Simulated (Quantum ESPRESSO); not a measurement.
# Pb (Fd-3m) in Quantum ESPRESSO: single point with PBE

Aim: the single point of Pb with PBE.

All numbers are computed with Quantum ESPRESSO 7.5; they aren't measurements. Logs are shortened: lines on timing, memory, paths and dates and some standing lists are left out, and cuts for length are marked.

### Step 1. The crystal as given

It takes space group Fd-3m (No. 227, cubic). The conventional cell has a = 6.878 Å, b = 6.878 Å, c = 6.878 Å, α = 90.00°, β = 90.00°, γ = 90.00°. Around Pb (site symmetry -43m) lie 4 Pb at 2.98 Å.

This isn't the form of Pb at room conditions, which is fcc.

### Step 2. Single point, PBE

run.py reads:

```python
import numpy as np
from ase.calculators.espresso import Espresso, EspressoProfile
from ase import Atoms

atoms = Atoms(['Pb', 'Pb'],
              cell=[[0.0, 3.4390000555, 3.4390000555], [3.4390000555, 0.0, 3.4390000555], [3.4390000555, 3.4390000555, 0.0]],
              scaled_positions=[[0.25, 0.25, 0.25], [0.0, 0.0, 0.0]],
              pbc=True)

input_data = {
    'control': {'calculation': 'scf', 'prefix': 'pwscf', 'outdir': './tmp', 'tprnfor': True, 'tstress': True, 'disk_io': 'nowf'},
    'system': {'ecutwfc': 55.0, 'ecutrho': 440.0, 'nbnd': 21, 'occupations': 'smearing', 'smearing': 'fd', 'degauss': 0.00367493},
    'electrons': {'conv_thr': 4e-10, 'electron_maxstep': 120, 'mixing_beta': 0.5},
}
pseudopotentials = {'Pb': 'Pb.pbe-dn-kjpaw_psl.0.2.2.UPF'}
profile = EspressoProfile(command='pw.x', pseudo_dir='pseudo')
dft = Espresso(profile=profile, input_data=input_data, pseudopotentials=pseudopotentials, kpts=(7, 7, 7), koffset=(0, 0, 0))
atoms.calc = dft

print(f'energy {atoms.get_potential_energy():.8f} eV')
print('forces (eV/A)')
print(np.round(atoms.get_forces(), 6))
print('stress (eV/A^3, Voigt)')
print(np.round(atoms.get_stress(), 8))
print(f'Fermi level {dft.get_fermi_level():.4f} eV')
```

Potentials or basis: SSSP 1.3 efficiency PBE.

Command:

```console
$ OMP_NUM_THREADS=1 python run.py
```

The program printed:

```text
energy -23688.47203291 eV
forces (eV/A)
[[ 0.  0. -0.]
 [-0. -0.  0.]]
stress (eV/A^3, Voigt)
[-0.01428929 -0.01428929 -0.01428929 -0.         -0.          0.        ]
Fermi level 7.3059 eV
```

espresso.pwi:

```text
&CONTROL
   calculation      = 'scf'
   tstress          = .true.
   tprnfor          = .true.
   outdir           = './tmp'
   prefix           = 'pwscf'
   disk_io          = 'nowf'
   pseudo_dir       = 'pseudo'
/
&SYSTEM
   nbnd             = 21
   ecutwfc          = 55.0
   ecutrho          = 440.0
   occupations      = 'smearing'
   degauss          = 0.00367493
   smearing         = 'fd'
   ntyp             = 1
   nat              = 2
   ibrav            = 0
/
&ELECTRONS
   electron_maxstep = 120
   conv_thr         = 4e-10
   mixing_beta      = 0.5
/
&IONS
/
&CELL
/
&FCP
/
&RISM
/
ATOMIC_SPECIES
Pb 207.2 Pb.pbe-dn-kjpaw_psl.0.2.2.UPF

K_POINTS automatic
7 7 7  0 0 0

CELL_PARAMETERS angstrom
0.00000000000000 3.43900005550000 3.43900005550000
3.43900005550000 0.00000000000000 3.43900005550000
3.43900005550000 3.43900005550000 0.00000000000000

ATOMIC_POSITIONS angstrom
Pb 1.7195000278 1.7195000278 1.7195000278  
Pb 0.0000000000 0.0000000000 0.0000000000
```

espresso.pwo:

```text
This program is part of the open-source Quantum ESPRESSO suite
     for quantum simulation of materials; please cite
         "P. Giannozzi et al., J. Phys.:Condens. Matter 21 395502 (2009);
         "P. Giannozzi et al., J. Phys.:Condens. Matter 29 465901 (2017);
         "P. Giannozzi et al., J. Chem. Phys. 152 154105 (2020);
     in publications or presentations arising from this work. More details at

Warning: card &CELL ignored
Warning: card &FCP ignored
Warning: card &RISM ignored

     file Pb.pbe-dn-kjpaw_psl.0.2.2.UPF: wavefunction(s)  6S renormalized
     Message from routine setup:
     using ibrav=0 with symmetry is DISCOURAGED, use correct ibrav instead

     G-vector sticks info
     --------------------
     sticks:   dense  smooth     PW     G-vecs:    dense   smooth      PW
     Sum        2563    1285    367                85515    30395    4693

     Using Slab Decomposition

     bravais-lattice index     =            0
     lattice parameter (alat)  =       9.1906  a.u.
     unit-cell volume          =     548.9378 (a.u.)^3
     number of atoms/cell      =            2
     number of atomic types    =            1
     number of electrons       =        28.00
     number of Kohn-Sham states=           21
     kinetic-energy cutoff     =      55.0000  Ry
     charge density cutoff     =     440.0000  Ry
     scf convergence threshold =      4.0E-10
     mixing beta               =       0.5000
     number of iterations used =            8  plain     mixing
     Exchange-correlation= SLA  PW   PBX  PBC
                           (   1   4   3   4   0   0   0)

     celldm(1)=   9.190646  celldm(2)=   0.000000  celldm(3)=   0.000000
     celldm(4)=   0.000000  celldm(5)=   0.000000  celldm(6)=   0.000000

     crystal axes: (cart. coord. in units of alat)
               a(1) = (   0.000000   0.707107   0.707107 )
               a(2) = (   0.707107   0.000000   0.707107 )
               a(3) = (   0.707107   0.707107   0.000000 )
[... 59 lines left out ...]

     starting charge      27.9953, renormalised to      28.0000
     Starting wfcs are   18 randomized atomic wfcs +    3 random wfcs

     Self-consistent Calculation

     iteration #  1     ecut=    55.00 Ry     beta= 0.50
     Davidson diagonalization with overlap
     ethr =  1.00E-02,  avg # of iterations =  6.2

     Threshold (ethr) on eigenvalues was too large:
     Diagonalizing with lowered threshold

     Davidson diagonalization with overlap
     ethr =  4.03E-05,  avg # of iterations =  8.7

     total energy              =   -1741.06985726 Ry
     estimated scf accuracy    <       0.01394632 Ry
[... 5 lines left out ...]
     total energy              =   -1741.07009109 Ry
     estimated scf accuracy    <       0.00275021 Ry

     iteration #  3     ecut=    55.00 Ry     beta= 0.50
     Davidson diagonalization with overlap
     c_bands:  1 eigenvalues not converged
     ethr =  9.82E-06,  avg # of iterations =  6.1

     total energy              =   -1741.07060866 Ry
     estimated scf accuracy    <       0.00030275 Ry

     iteration #  4     ecut=    55.00 Ry     beta= 0.50
     Davidson diagonalization with overlap
     ethr =  1.08E-06,  avg # of iterations =  6.3
[... 39 lines left out ...]
     iteration # 10     ecut=    55.00 Ry     beta= 0.50
     Davidson diagonalization with overlap
     ethr =  1.68E-12,  avg # of iterations =  1.3

     End of self-consistent calculation

          k = 0.0000 0.0000 0.0000 (  3767 PWs)   bands (ev):

    -9.9025  -9.9025  -9.9025  -9.8266  -9.8266  -9.3964  -9.3964  -9.3964
    -9.3727  -9.3727  -3.8389   3.3753   7.7035   7.7035   7.7035   9.7217
     9.7217   9.7217  11.4605  15.3891  15.3892

          k = 0.1010 0.1010-0.1010 (  3771 PWs)   bands (ev):
[... 85 lines left out ...]
    -9.9877  -9.9706  -9.8024  -9.7566  -9.6059  -9.5932  -9.5340  -9.4895
    -9.2821  -9.2652  -1.3133  -1.0488   4.9236   5.4435   8.2189   9.0584
    13.4205  13.9362  14.7057  16.4352  16.6057

          k = 0.4041 0.2020 0.0000 (  3788 PWs)   bands (ev):

    -9.9656  -9.9647  -9.8581  -9.7384  -9.6781  -9.5867  -9.4668  -9.4366
    -9.3011  -9.2944  -2.7481   0.7736   5.2739   6.1634   8.7548   9.4584
    11.4225  12.2457  14.1989  15.0606  15.8246

          k =-0.2020-0.4041 0.6061 (  3788 PWs)   bands (ev):
[... 13 lines left out ...]
   -10.0013  -9.9840  -9.7701  -9.6765  -9.6394  -9.5956  -9.5847  -9.5148
    -9.2694  -9.2516  -1.5575  -0.7664   4.6176   5.3207   9.1614  10.6008
    11.7291  12.0171  14.7848  15.8873  17.0551

     the Fermi energy is     7.3059 ev

!    total energy              =   -1741.07073348 Ry
     total all-electron energy =    -83528.127665 Ry
     estimated scf accuracy    <          2.8E-10 Ry
     smearing contrib. (-TS)   =      -0.00044763 Ry
     internal energy E=F+TS    =   -1741.07028585 Ry

     The total energy is F=E-TS. E is the sum of the following terms:
     one-electron contribution =    -107.42180870 Ry
     hartree contribution      =      74.40715104 Ry
     xc contribution           =     -88.70982720 Ry
     ewald contribution        =    -162.46346638 Ry
     one-center paw contrib.   =   -1456.88233462 Ry

     convergence has been achieved in  10 iterations

     Forces acting on atoms (cartesian axes, Ry/au):

     atom    1 type  1   force =     0.00000000    0.00000000   -0.00000000
     atom    2 type  1   force =    -0.00000000   -0.00000000    0.00000000

     Total force =     0.000000     Total SCF correction =     0.000000

     Computing stress (Cartesian axis) and pressure

          total   stress  (Ry/bohr**3)                   (kbar)     P=       22.89
   0.00015563  -0.00000000   0.00000000           22.89       -0.00        0.00
   0.00000000   0.00015563   0.00000000            0.00       22.89        0.00
   0.00000000   0.00000000   0.00015563            0.00        0.00       22.89

=------------------------------------------------------------------------------=
   JOB DONE.
=------------------------------------------------------------------------------=
```

Wall time 77 s (1 thread of AMD EPYC 7R43 (Zen 3), shared host); peak memory 0.35 GiB.

What came out:

```
Free energy            : -23688.4741 eV
Pressure               : 2.3 GPa
Band gap on the k mesh : none (metal or under the smearing width)
```

The run has no spin-orbit coupling, so splittings on Pb are missing.

### Step 3. For comparison

An earlier run on the cell as given: functional PBE; potentials or basis SSSP 1.3 efficiency PBE; cutoff 748 eV; density cutoff 5987 eV; k mesh 7 × 7 × 7; occupations fermi-dirac, width 0.05 eV; no spin polarisation.

- Pressure: 2.3 GPa
- Band gap on the k mesh: none (metal or under the smearing width)
